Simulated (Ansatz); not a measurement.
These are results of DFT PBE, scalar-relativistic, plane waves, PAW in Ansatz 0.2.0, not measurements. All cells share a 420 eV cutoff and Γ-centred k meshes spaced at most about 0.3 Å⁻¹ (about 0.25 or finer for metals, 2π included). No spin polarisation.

All energies are static (0 K, no zero-point motion).

Compare these two cells of Cd2Te3, each relaxed at this level.

A. Space group P-3m1 (No. 164), trigonal, a = 4.262 Å, c = 9.458 Å. Cd has 6 Te at 2.96–3.07 Å; Te on a site of symmetry -3m is surrounded by 6 Cd at 3.07 Å; around Te on a site of symmetry 3m lie 3 Cd at 2.96 Å.

B. Space group P6/mmm (No. 191), hexagonal, a = 6.233 Å, c = 5.887 Å. Around Cd lie 1 Cd at 2.74 Å, 1 Cd at 3.14 Å and 6 Te at 3.49 Å; Te is surrounded by 4 Te at 3.12 Å and 4 Cd at 3.49 Å.

Question: Which is lower in energy, and by how much?

Answer: A is lower, by 0.30 eV/atom. A has space group P-3m1 (No. 164), 29.8 Å³/atom and no gap on its mesh; B has space group P6/mmm (No. 191), 39.6 Å³/atom and no gap. Counting Te atoms around Cd (those within 1.25 times the shortest such distance or 1.15 times the sum of covalent radii; the shortest distance is added where it is long for a bond), A has Cd 6 and B has Cd 6 from 3.5 Å. Both come from invented guesses.

Weakly bound directions are ill-defined at this level, which has no dispersion term (P-3m1), and this can change margins and order among such cells. These runs have no spin–orbit coupling, which can matter for Te. Cells relaxed within their symmetry can be saddle points.
